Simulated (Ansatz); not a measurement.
(001) slab cut from the bulk of Si, 15 Å of vacuum:

```
CELL_PARAMETERS angstrom
3.85128 0.00000 0.00000
-1.92564 3.33531 0.00000
0.00000 0.00000 25.34865
ATOMIC_POSITIONS crystal
Si 0.66667 0.33333 0.29587
Si 0.33333 0.66667 0.32748
Si 0.33333 0.66667 0.42142
Si 0.66667 0.33333 0.45303
Si 0.66667 0.33333 0.54697
Si 0.33333 0.66667 0.57858
Si 0.33333 0.66667 0.67252
Si 0.66667 0.33333 0.70413
```

Level of theory: Ansatz, DFT PBE, scalar-relativistic, plane waves, PAW. Settings: cutoff 420 eV, Γ-centred mesh 9×9×1 on the computed 8-atom cell, Gaussian smearing of 0.05 eV; no spin polarisation. A dipole correction removes the field between periodic images along c.

This base run converges in 8 iterations with a largest force of 0.733 eV/Å and a work function of 4.80 eV on the top face.

One setting at a time is then changed, some of them on purpose to poor values; changes count from the base run, energies are extrapolated to zero smearing, γ keeps the base's bulk energy, atoms stay where they are, a change of functional drops any dispersion correction, and risky runs are capped at 50 to 100 iterations. The base run carries 0.00 μB a cell. Where the moment changes much, the run ended in another magnetic state, and its other changes belong to that and not to the setting alone.

(1) What does each change do? no preconditioner, β = 0.7; occupations fermi-dirac 0.025 eV; isolated along c; functional PBEsol; vacuum of 3 Å; spin: collinear; the slab thinned to 4 atoms (same faces, atoms at the bulk's places); field of 1.5 V/Å along c; dipole ramp at c = 0.744.

In some of the runs (vacuum 3, field 1.5, ramp position 0.744) charge leaks into the vacuum, so their work functions can be off.

## Answers

(1)
| change | outcome | SCF iterations | ΔE (meV/atom) | Δγ (J/m²) | Δφ top (eV) | largest force (eV/Å) | largest change of a force (eV/Å) | moment (μB a cell) |
| --- | --- | --- | --- | --- | --- | --- | --- | --- |
| no preconditioner, β = 0.7 | converged | 10 | 0.0 | 0.000 | 0.00 | 0.733 | 0.000 | 0.00 |
| occupations fermi-dirac 0.025 eV | converged | 8 | +0.1 | 0.000 | 0.00 | 0.730 | 0.006 | 0.00 |
| isolated along c | converged with warnings | 8 | 0.0 | 0.000 | 0.00 | 0.733 | 0.000 | 0.00 |
| functional PBEsol | converged | 8 |  |  | +0.03 | 0.694 | 0.103 | 0.00 |
| vacuum of 3 Å | converged with warnings | 9 | -237.6 | -1.185 |  | 1.288 | 1.855 | 0.00 |
| spin: collinear | converged | 14 | -15.7 | -0.079 | -0.17 | 0.601 | 0.134 | 1.82 |
| the slab thinned to 4 atoms (same faces, atoms at the bulk's places) | converged | 7 | +227.0 | -0.254 | -0.08 | 0.693 |  | 0.00 |
| field of 1.5 V/Å along c | converged with warnings | 14 | -134.1 |  |  | 0.855 | 0.205 | 0.00 |
| dipole ramp at c = 0.744 | converged with warnings | 26 | +134.7 | +0.672 |  | 4.553 | 3.987 | 0.00 |

The ramp of the dipole correction has to lie in the vacuum; near the atoms its field pushes on them.

The reference crystal is a form of Si, which isn't its usual structure.

Cost: 10 runs of about 2.2 core-minutes in all, on Intel Xeon Platinum 8488C (Sapphire Rapids) (shared hosts).